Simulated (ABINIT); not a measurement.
# A GW chain in ABINIT: SiC (F-43m), part 2 of 3

How does a plane-wave GW calculation on SiC (F-43m) run from the first input to the gap?

ABINIT 10.8.3; PBE and many-body steps on it, plane waves. Known limits of the many-body steps: not at the basis limit.

So far. Step 2 (Ground state): The gap is indirect, with the least direct gap 3.19 eV higher.

## Step 3: Bands along the symmetry lines

Level of this step: DFT, PBE, plane waves, norm-conserving pseudopotentials (ABINIT).

The cheap functional maps the bands first; the places of the edges decide which points the dearer methods must see.

run.abi

```
acell 3*1.0 Angstrom
rprim 
  -0.000000000000 2.179000000000 2.179000000000
  2.179000000000 -0.000000000000 2.179000000000
  2.179000000000 2.179000000000 -0.000000000000
ntypat 2
znucl 14 6
natom 2
typat 1 2
xred 
  0.000000000000 0.000000000000 0.000000000000
  0.250000000000 0.250000000000 0.250000000000
pp_dirpath "pseudos"
pseudos "Si.upf, C.upf"
ecut 37
iscf -2
irdden 1
kptopt 0
nkpt 50
kpt 
  0.00000000 0.00000000 0.00000000
  -0.06250000 -0.06250000 0.00000000
  -0.12500000 -0.12500000 0.00000000
  -0.18750000 -0.18750000 0.00000000
  -0.25000000 -0.25000000 0.00000000
  -0.31250000 -0.31250000 0.00000000
  -0.37500000 -0.37500000 0.00000000
  -0.43750000 -0.43750000 0.00000000
  -0.50000000 -0.50000000 0.00000000
  -0.48437500 -0.48437500 0.03125000
  -0.46875000 -0.46875000 0.06250000
  -0.45312500 -0.45312500 0.09375000
  -0.43750000 -0.43750000 0.12500000
  -0.42187500 -0.42187500 0.15625000
  -0.40625000 -0.40625000 0.18750000
  -0.39062500 -0.39062500 0.21875000
  -0.37500000 -0.37500000 0.25000000
  -0.37500000 0.00000000 0.37500000
  -0.32812500 0.00000000 0.32812500
  -0.28125000 0.00000000 0.28125000
  -0.23437500 0.00000000 0.23437500
  -0.18750000 0.00000000 0.18750000
  -0.14062500 0.00000000 0.14062500
  -0.09375000 0.00000000 0.09375000
  -0.04687500 0.00000000 0.04687500
  0.00000000 0.00000000 0.00000000
  0.00000000 0.00000000 0.06250000
  0.00000000 0.00000000 0.12500000
  0.00000000 0.00000000 0.18750000
  0.00000000 0.00000000 0.25000000
  0.00000000 0.00000000 0.31250000
  0.00000000 0.00000000 0.37500000
  0.00000000 0.00000000 0.43750000
  0.00000000 0.00000000 0.50000000
  -0.06250000 -0.03125000 0.46875000
  -0.12500000 -0.06250000 0.43750000
  -0.18750000 -0.09375000 0.40625000
  -0.25000000 -0.12500000 0.37500000
  -0.31250000 -0.15625000 0.34375000
  -0.37500000 -0.18750000 0.31250000
  -0.43750000 -0.21875000 0.28125000
  -0.50000000 -0.25000000 0.25000000
  -0.50000000 -0.28125000 0.21875000
  -0.50000000 -0.31250000 0.18750000
  -0.50000000 -0.34375000 0.15625000
  -0.50000000 -0.37500000 0.12500000
  -0.50000000 -0.40625000 0.09375000
  -0.50000000 -0.43750000 0.06250000
  -0.50000000 -0.46875000 0.03125000
  -0.50000000 -0.50000000 0.00000000
istwfk *1
nband 14
nbdbuf 5
tolwfr 1e-07
nstep 50
prtwf 0
prtvol 0
indata_prefix "in"
outdata_prefix "out"
tmpdata_prefix "tmp"
```

Started as:

```bash
OMP_NUM_THREADS=1 mpirun -n 8 abinit run.abi > log
```

Numbers of over 12 decimals in the logs are rounded to 6 here.

Output:

```text
.Version 10.8.3 of ABINIT. v10.8.2 released Aug 2026.

 Symmetries : space group F-4 3 m (#216); Bravais cF (face-center cubic)
[... echo of the input left out ...]
== DATASET  1 ==================================================================
-   mpi_nproc: 8, omp_nthreads: 1 (-1 if OMP is not activated)

--- !DatasetInfo
iteration_state: {dtset: 1, }
dimensions: {natom: 2, nkpt: 50, mband: 14, nsppol: 1, nspinor: 1, nspden: 1, mpw: 1524, }
cutoff_energies: {ecut:  37.0, pawecutdg:  -1.0, }
electrons: {nelect:   8.00000000E+00, charge:   0.00000000E+00, occopt:   1.00000000E+00, tsmear:   1.00000000E-02, }

 Real(R)+Recip(G) space primitive vectors, cartesian coordinates (Bohr,Bohr^-1):
 R(1)=  0.0000000  4.1177132  4.1177132  G(1)= -0.1214266  0.1214266  0.1214266
 R(2)=  4.1177132  0.0000000  4.1177132  G(2)=  0.1214266 -0.1214266  0.1214266
 R(3)=  4.1177132  4.1177132  0.0000000  G(3)=  0.1214266  0.1214266 -0.1214266
 Unit cell volume ucvol=  1.3963629E+02 bohr^3
 Angles (23,13,12)=  6.00000000E+01  6.00000000E+01  6.00000000E+01 degrees

 getcut: wavevector=  0.0000  0.0000  0.0000  ngfft=  32  32  32
         ecut(hartree)=     37.000   => boxcut(ratio)=   2.00684

--- Pseudopotential description ------------------------------------------------
- Si Generated using ONCVPSP code by D. R. Hamann
- 14.00000   4.00000  171031                  znucl, zion, pspdat
12 -101130 2 -1 1510                          pspcod,pspxc,lmax,lloc,mmax
     nproj     2     2     2
  pspatm : epsatm=    9.34321561
         --- l  ekb(1:nproj) -->
             0    5.168965    0.829883
             1    2.571282    0.578307
             2   -2.427311   -0.488097
 pspatm: atomic psp has been read  and splines computed

- C Generated using ONCVPSP code by D. R. Hamann
-  6.00000   4.00000  171031                  znucl, zion, pspdat
12 -101130 1 -1 1248                          pspcod,pspxc,lmax,lloc,mmax
     nproj     2     2     0
  pspatm : epsatm=    4.31346680
         --- l  ekb(1:nproj) -->
[...]
pspatm: atomic psp has been read  and splines computed

--------------------------------------------------------------------------------

================================================================================
 prteigrs : about to open file out_EIG
 Non-SCF case, kpt    1 (  0.00000  0.00000  0.00000), residuals and eigenvalues=
  1.93E-08  2.67E-08  9.30E-08  9.03E-08  6.58E-08  7.68E-08  2.24E-08  9.71E-08
  6.50E-08  6.62E-08  5.83E-08  9.53E-08  5.42E-08  8.29E-08
 -3.1511E-01  2.5118E-01  2.5118E-01  2.5118E-01  4.7989E-01  5.1987E-01
  5.1987E-01  5.1987E-01  7.8510E-01  7.8510E-01  8.5604E-01  8.8634E-01
  8.8634E-01  8.8634E-01
 Non-SCF case, kpt    2 ( -0.06250 -0.06250  0.00000), residuals and eigenvalues=
  8.50E-09  3.48E-08  4.48E-08  4.09E-08  2.08E-08  1.36E-08  6.84E-08  8.74E-08
[...]
8.9386E-01  9.2501E-01
 Non-SCF case, kpt    3 ( -0.12500 -0.12500  0.00000), residuals and eigenvalues=
  5.14E-08  7.68E-08  4.90E-08  2.23E-08  3.33E-08  4.13E-08  5.11E-08  9.49E-08
[...]
9.1638E-01  9.7112E-01
[...]
Non-SCF case, kpt   49 ( -0.50000 -0.46875  0.03125), residuals and eigenvalues=
[...]
1.0947E+00  1.1744E+00
 Non-SCF case, kpt   50 ( -0.50000 -0.50000  0.00000), residuals and eigenvalues=
[...]
1.0837E+00  1.1691E+00

--- !ResultsGS
iteration_state: {dtset: 1, }
comment   : Summary of ground state results
lattice_vectors:
- [ -0.0000000,   4.1177132,   4.1177132, ]
- [  4.1177132,  -0.0000000,   4.1177132, ]
- [  4.1177132,   4.1177132,  -0.0000000, ]
lattice_lengths: [   5.82333,    5.82333,    5.82333, ]
lattice_angles: [ 60.000,  60.000,  60.000, ] # degrees, (23, 13, 12)
lattice_volume:   1.3963629E+02
convergence: {deltae:  0.000E+00, res2:  0.000E+00, residm:  9.999E-08, diffor:  0.000E+00, }
etotal    :  -1.02697872E+01
entropy   :   0.00000000E+00
fermie    :   2.51183540E-01
cartesian_stress_tensor: null
pressure_GPa: null
xred      :
- [  0.0000E+00,   0.0000E+00,   0.0000E+00, Si]
- [  2.5000E-01,   2.5000E-01,   2.5000E-01,  C]
cartesian_forces: null
force_length_stats: {min: null, max: null, mean: null, }

 Integrated electronic density in atomic spheres:
 ------------------------------------------------
 Atom  Sphere_radius  Integrated_density
[...]
================================================================================

 ----iterations are completed or convergence reached----

 Mean square residual over all n,k,spin=   42.768E-09; max=  99.989E-09
 reduced coordinates (array xred) for    2 atoms
       0.000000000000      0.000000000000      0.000000000000
       0.250000000000      0.250000000000      0.250000000000

 cartesian coordinates (angstrom) at end:
    1      0.000000     0.000000     0.000000
    2      1.089500     1.089500     1.089500
 length scales=  1.889726125908  1.889726125908  1.889726125908 bohr
              =  1.000000000000  1.000000000000  1.000000000000 angstroms
 prteigrs : about to open file out_EIG
 Eigenvalues (hartree) for nkpt=  50  k points:
 kpt#   1, nband= 14, wtk=  1.00000, kpt=  0.0000  0.0000  0.0000 (reduced coord)
[...]
kpt#   2, nband= 14, wtk=  1.00000, kpt= -0.0625 -0.0625  0.0000 (reduced coord)
[...]
kpt#   3, nband= 14, wtk=  1.00000, kpt= -0.1250 -0.1250  0.0000 (reduced coord)
[...]
kpt#  49, nband= 14, wtk=  1.00000, kpt= -0.5000 -0.4687  0.0313 (reduced coord)
  -0.13046   -0.03480    0.13098    0.13132    0.30612    0.41484    0.75986    0.76594
   0.79086    0.97615    1.05845    1.08064    1.09474    1.17439
 kpt#  50, nband= 14, wtk=  1.00000, kpt= -0.5000 -0.5000  0.0000 (reduced coord)
  -0.13075   -0.03555    0.13389    0.13389    0.30121    0.41043    0.76569    0.76569
   0.79395    0.98754    1.06789    1.06789    1.08369    1.16910

== END DATASET(S) ==============================================================
================================================================================

 -outvars: echo values of variables after computation  --------
            nband          14
             nkpt          50
          spgroup         216
 [... the other variables as echoed above ...]

 Calculation completed.
```

It took 2.5 s on 8 MPI ranks of Arm Neoverse V2, shared host; peak memory 0.07 GiB; 19 s of CPU time.

This step gave:

```yaml
gap: 1.361 eV
k_of_the_valence_top: 0, 0, 0
k_of_the_conduction_bottom: -0.5, -0.5, 0
least_direct_gap: 4.553 eV
```

The gap is 1.361 eV, as in the run before at this level.

Electronic bands along the path, in eV, zero at the top of the highest filled band; v1 is the highest filled band, c1 the lowest empty one:

```tsv
point	v4	v3	v2	v1	c1	c2	c3	c4
Γ	-15.41	0.00	0.00	0.00	6.22	7.31	7.31	7.31
halfway	-13.81	-3.35	-1.94	-1.94	4.06	6.35	10.58	10.58
X	-10.39	-7.80	-3.19	-3.19	1.36	4.33	14.00	14.00
halfway	-10.34	-7.64	-4.23	-3.04	2.10	5.31	13.33	13.54
U	-10.39	-7.28	-5.55	-2.60	3.11	7.78	11.84	12.45
jump to K	-10.39	-7.28	-5.55	-2.60	3.11	7.78	11.84	12.45
halfway	-13.64	-4.48	-2.93	-0.54	6.77	7.84	8.25	9.05
Γ	-15.41	0.00	0.00	0.00	6.22	7.31	7.31	7.31
halfway	-14.21	-4.30	-0.61	-0.61	5.99	7.91	7.91	9.35
L	-11.84	-8.54	-1.05	-1.05	5.43	7.23	7.23	10.05
halfway	-11.20	-7.83	-3.71	-2.26	5.25	7.28	10.15	11.00
W	-10.16	-7.03	-4.99	-4.69	5.21	9.44	9.45	9.79
halfway	-10.28	-7.49	-4.07	-4.05	3.06	6.02	11.94	13.32
X	-10.39	-7.80	-3.19	-3.19	1.36	4.33	14.00	14.00
```

The electronic bands as a text plot (rows in eV, shown from -8.0 to 7.4 only):

```
    7.0 |+++++           +      ++++++++        +++++++
    6.4 |++++ ++                     +++++++
    5.8 |       ++      +     ++            +++++ ++++       +
    5.1 |    +    +    +    ++                   +    ++++++  +
    4.5 |          ++++                                     +  ++
    3.8 |     ++           +
    3.2 |       ++        +                                  +
    2.6 |               ++                                    +
    1.9 |         +   ++                                       +
    1.3 |          +++                                          +
    0.6 |
    0.0 |**                      **********
   -0.6 |  **                   *  ***  *  *****
   -1.3 |  ***              ****         **     *****
   -1.9 |    ***           *     ****               **
   -2.6 |       ***      **                *         **
   -3.2 |     **   ******       ***                    *       **
   -3.8 |                     **                      * *    **
   -4.5 |       **     **       *           *          * ****
   -5.1 |                *  **                          ****
   -5.8 |         *       **  **             **
   -6.4 |                   **
   -7.0 |          **     **                   *        *****
   -7.7 |            *****                            **     ****
         Γ           X  U|K            Γ         L        W     X
```

## Step 4: Empty states on the mesh, 6×6×6 mesh, 165 bands

The sums over transitions need many empty states on a uniform mesh; this step solves for them.

run.abi

```
acell 3*1.0 Angstrom
rprim 
  -0.000000000000 2.179000000000 2.179000000000
  2.179000000000 -0.000000000000 2.179000000000
  2.179000000000 2.179000000000 -0.000000000000
ntypat 2
znucl 14 6
natom 2
typat 1 2
xred 
  0.000000000000 0.000000000000 0.000000000000
  0.250000000000 0.250000000000 0.250000000000
pp_dirpath "pseudos"
pseudos "Si.upf, C.upf"
ecut 37
ngkpt 6 6 6
nshiftk 1
shiftk 0 0 0
kptopt 1
chksymbreak 0
irdden 1
istwfk *1
nband 165
prtvol 0
optdriver 6
gwr_task "HDIAGO"
paral_kgb 0
occopt 1
indata_prefix "in"
outdata_prefix "out"
tmpdata_prefix "tmp"
```

Output:

```text
[banner, memory and clock lines left out]
.Version 10.8.3 of ABINIT. v10.8.2 released Aug 2026.

 Symmetries : space group F-4 3 m (#216); Bravais cF (face-center cubic)
[... echo of the input left out ...]
== DATASET  1 ==================================================================
-   mpi_nproc: 8, omp_nthreads: 1 (-1 if OMP is not activated)

--- !DatasetInfo
iteration_state: {dtset: 1, }
dimensions: {natom: 2, nkpt: 16, mband: 165, nsppol: 1, nspinor: 1, nspden: 1, mpw: 1524, }
cutoff_energies: {ecut:  37.0, pawecutdg:  -1.0, }
electrons: {nelect:   8.00000000E+00, charge:   0.00000000E+00, occopt:   1.00000000E+00, tsmear:   1.00000000E-02, }

.Using double precision arithmetic; gwpc =  8

- Reading GS density from: in_DEN

--- Pseudopotential description ------------------------------------------------
- Si Generated using ONCVPSP code by D. R. Hamann
- 14.00000   4.00000  171031                  znucl, zion, pspdat
12 -101130 2 -1 1510                          pspcod,pspxc,lmax,lloc,mmax
     nproj     2     2     2
  pspatm : epsatm=    9.34321561
         --- l  ekb(1:nproj) -->
             0    5.168965    0.829883
             1    2.571282    0.578307
             2   -2.427311   -0.488097
 pspatm: atomic psp has been read  and splines computed

- C Generated using ONCVPSP code by D. R. Hamann
-  6.00000   4.00000  171031                  znucl, zion, pspdat
12 -101130 1 -1 1248                          pspcod,pspxc,lmax,lloc,mmax
     nproj     2     2     0
  pspatm : epsatm=    4.31346680
         --- l  ekb(1:nproj) -->
             0    6.481548    0.385504
             1   -4.199961   -0.877517
 pspatm: atomic psp has been read  and splines computed

   1.09253459E+02                                ecore*ucvol(ha*bohr**3)

 Total charge density [el/Bohr^3]
)     Maximum=    2.7627E-01  at reduced coord.    0.1875    0.2188    0.4063
)     Minimum=    1.3992E-03  at reduced coord.    0.0000    0.0000    0.0000
   Integrated=    8.0000E+00

 === KS gaps after direct diagonalization ===
 Indirect band gap semiconductor
 Fundamental gap:     1.361 (eV)
   VBM:     6.835 (eV) at k: [ 0.0000E+00,  0.0000E+00,  0.0000E+00]
   CBM:     8.196 (eV) at k: [ 5.0000E-01,  5.0000E-01,  0.0000E+00]
 Direct gap:         4.553 (eV) at k: [ 5.0000E-01,  5.0000E-01,  0.0000E+00]

== END DATASET(S) ==============================================================

 -outvars: echo values of variables after computation  --------
           etotal      0.0000000000E+00
            nband         165
             nkpt          16
          spgroup         216
 [... the other variables as echoed above ...]

 Calculation completed.
```

Elapsed: 6.8 s, on 8 MPI ranks; peak memory 1.5 GiB.

Numbers from this step:

| Property | Result |
| --- | --- |
| gap | 1.361 eV |
| k of the valence top | 0, 0, 0 |
| k of the conduction bottom | 0.5, 0.5, 0 |
| least direct gap | 4.553 eV |
| k points computed | 16 |
| lowest point of the top converged band, above the valence top | 198.3907 eV |

On this mesh the gap is 1.361 eV.

## Step 5: Screening, 6×6×6 mesh, 157 bands, screening to 359.2 eV

The RPA dielectric matrix is built and inverted for each q.

This step: RPA screening on PBE, plane waves, norm-conserving pseudopotentials.

Changes to run.abi since step 4:

```diff
@@ -20,10 +20,11 @@
 chksymbreak 0
-irdden 1
 istwfk *1
-nband 165
-prtvol 0
-optdriver 6
-gwr_task "HDIAGO"
-paral_kgb 0
 occopt 1
+irdwfk 1
+optdriver 3
+nband 157
+ecuteps 13.2
+inclvkb 2
+awtr 1
+symchi 1
 indata_prefix "in"
```

Output:

```text
.Version 10.8.3 of ABINIT. v10.8.2 released Aug 2026.

 Symmetries : space group F-4 3 m (#216); Bravais cF (face-center cubic)
[... echo of the input left out ...]
== DATASET  1 ==================================================================
-   mpi_nproc: 8, omp_nthreads: 1 (-1 if OMP is not activated)

--- !DatasetInfo
iteration_state: {dtset: 1, }
dimensions: {natom: 2, nkpt: 16, mband: 157, nsppol: 1, nspinor: 1, nspden: 1, mpw: 1524, }
cutoff_energies: {ecut:  37.0, pawecutdg:  -1.0, }
electrons: {nelect:   8.00000000E+00, charge:   0.00000000E+00, occopt:   1.00000000E+00, tsmear:   1.00000000E-02, }

 SCREENING: Calculation of the susceptibility and dielectric matrices

 Based on a program developped by R.W. Godby, V. Olevano, G. Onida, and L. Reining.
 Incorporated in ABINIT by V. Olevano, G.-M. Rignanese, and M. Torrent.
.Using double precision arithmetic ; gwpc =  8

[... cell and pseudopotentials left out ...]
--------------------------------------------------------------------------------

 ==== K-mesh for the wavefunctions ====
 Number of points in the irreducible wedge :    16
[... list of points left out ...]
 Together with 24 symmetry operations and time-reversal symmetry
 yields   216 points in the full Brillouin Zone.

 ==== Q-mesh for the screening function ====
 Number of points in the irreducible wedge :    16
[... list of points left out ...]
 Together with 24 symmetry operations and time-reversal symmetry
 yields   216 points in the full Brillouin Zone.

 setmesh: FFT mesh size selected  =    25x   25x   25
          total number of points  =        15625

 vcoul_init : cutoff-mode = AUXILIARY_FUNCTION
 q-points for optical limit:   1
     1)      0.000010    0.000020    0.000030

- screening: taking advantage of time-reversal symmetry
- Maximum band index for partially occupied states nbvw = 4
- Remaining bands to be divided among processors   nbcw = 153
- Number of bands treated by each node ~19

 Number of electrons calculated from density =    8.0000; Expected =    8.0000
 average of density, n =  0.057292
 r_s =    1.6092
 omega_plasma =   23.0888 [eV]

 calculating chi0 at frequencies [eV] :
  1    0.000000E+00    0.000000E+00
  2    0.000000E+00    2.308880E+01

--------------------------------------------------------------------------------
  q-point number  1        q = ( 0.000000, 0.000000, 0.000000) [r.l.u.]
--------------------------------------------------------------------------------
[... chi0 elements left out ...]
 For q-point:  0.000010 0.000020 0.000030
  dielectric constant =   7.0816
  dielectric constant without local fields =   7.7436

  Average fulfillment of the sum rule on Im[epsilon] for q-point    1 :     94.91  [%]
[... wings left out ...]
  q-point number  2        q = ( 0.166667, 0.000000, 0.000000) [r.l.u.]
--------------------------------------------------------------------------------
[... chi0 elements left out ...]
  Average fulfillment of the sum rule on Im[epsilon] for q-point    2 :     97.30  [%]

 [... 14 further q-points ...]
```

The job ended after 39 s (8 MPI ranks; peak memory 1.6 GiB).

This step gave:

* ε∞ with local fields, on this mesh, along the program's q direction: 7.082
* the same without local fields: 7.744
* plasma frequency: 23.09 eV
* plane waves in the screening matrix: 331

Local fields lower ε∞ by 9 %.

(Continued in part 3 of 3.)

[Paths, hosts, dates, memory and timing lines, banners, echoed tables and standing remarks are left out of the program output.]

[Logs are printed without paths, hosts, clocks, repeated set-up lines and the standing remarks that a program may print on its own settings, such as how far it seeks lower states.]

[Runs of the session that timed out or met a known fault of the program may be left out.]

[Hosts, paths, dates, database ids (printed as entryN), source tags and the programs' standing remarks are cut or masked in the printed files.]

[G0W0 gaps are taken among the corrected bands and points alone; a level outside them can change the order at an edge.]

[Where Ansatz stands beside ABINIT at settings called matched, ABINIT's density can come from a denser mesh and the files from another edition; pairs whose starting gaps differed by over 0.03 eV were left out, so agreement reads better than it is.]
